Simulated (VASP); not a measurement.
A run of VASP 6.6.1:

File INCAR:

```
SYSTEM = H4CN2O
ALGO = Normal
EDIFF = 1E-6
ENCUT = 520
GGA = PE
ISIF = 2
ISMEAR = -1
IVDW = 12
LASPH = .TRUE.
LCHARG = .FALSE.
LREAL = Auto
LWAVE = .FALSE.
NBANDS = 54
NELM = 100
PREC = Accurate
SIGMA = 0.02
```

File KPOINTS:

```
k-points
0
G
  1 1 1
  0 0 0
```

The input POSCAR:

```
H4CN2O
1.0
    7.2112480000      0.0000000000      0.0000000000
    0.0000000000      7.2112480000      0.0000000000
    0.0000000000      0.0000000000      7.2112480000
C O H N
3 3 12 6
Direct
    0.1444271505      0.5585995656      0.8780310981
    0.6998511215      0.6346751630      0.4299117157
    0.9750046039      0.1791090807      0.3112221352
    0.2358537662      0.6774416855      1.0051103498
    0.5605271099      0.5073324340      0.4541100237
    0.9437478783      0.0091107670      0.4021079292
    0.1005789844      0.6338708640      0.7491768415
    0.2224996284      0.6151778444      1.1216089087
    0.2395147137      0.4470932077      0.8383708340
    0.0106222945      0.4899845353      0.9234878623
    0.6868852659      0.7510211825      0.5220455599
    0.5978715473      0.3924008715      0.3943838847
    0.8414770925      0.5778888758      0.4766442646
    0.7018618691      0.6930977828      0.2978679973
    0.9751432762      0.1775836859      0.1629398961
    0.9650063345     -0.0820801060      0.3089340430
    0.8493814108      0.2542694413      0.3675924056
    1.1027494825      0.2418998764      0.3773826666
    0.6026834745      0.8707092032      0.8972510722
    0.6401804514      0.7206519593      0.9083587196
    0.4116624473      0.0074189655      0.3924286060
    0.5280223340      0.0379684626      0.4844515124
    0.2631167310      0.0831340151      0.9507508270
    0.1582389068      0.0034252046      0.8768523839
```

Potentials or basis: VASP PAW PBE potentials, release 64 (C, O, H, N).

Command:

```bash
$ cat potpaw_PBE.64/C/POTCAR potpaw_PBE.64/O/POTCAR potpaw_PBE.64/H/POTCAR potpaw_PBE.64/N/POTCAR > POTCAR
$ mpirun -np 1 vasp_gam > vasp.out
```

Hardware: 1 thread of Intel(R) Xeon(R) Platinum 8488C (Sapphire Rapids), on a shared host.

Q: How long does it take, and how much memory?

A: Wall time 32 s on 1 thread of Intel(R) Xeon(R) Platinum 8488C (Sapphire Rapids) (shared host), peak memory 0.36 GiB. Counts: scf iterations 17, k points 1.
